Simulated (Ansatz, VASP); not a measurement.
## KF: VASP beside Ansatz

```xyz
2
Lattice="0.0000 2.6719 2.6719 2.6719 0.0000 2.6719 2.6719 2.6719 0.0000" Properties=species:S:1:pos:R:3 pbc="T T T"
K     0.0000    0.0000    0.0000
F     2.6719    2.6719    2.6719
```

Alike in both runs: task relaxation of cell and atoms; functional r2SCAN; k mesh 8 × 8 × 8; occupations gaussian, width 0.02 eV; no spin polarisation.

```csv
,VASP,Ansatz
version,VASP 6.6.1,Ansatz 0.2.0
potentials or method,"VASP PAW PBE potentials, release 64 (K_sv, F)","scalar-relativistic, plane waves, PAW"
plane-wave cutoff (eV),600,500
valence electrons in the cell,16,16
```

Ansatz gave:

- gap on the k mesh at the Fermi level, each at its own relaxed structure (eV): 6.91
- relaxed volume (Å³/atom): 18.80
- relaxed cell length with the largest relative difference (Å): 3.760

**Question.** What did VASP give for the same quantities?

**Answer.** gap on the k mesh at the Fermi level, each at its own relaxed structure (eV): 6.91; relaxed volume (Å³/atom): 18.79; relaxed cell length with the largest relative difference (Å): 3.760.

Caveats: the PAW data sets were made with another functional, which shifts forces and pressure a little (VASP). A k mesh can miss the band edges. r2SCAN opens gaps a little over a GGA but as a rule still falls short of measured ones.
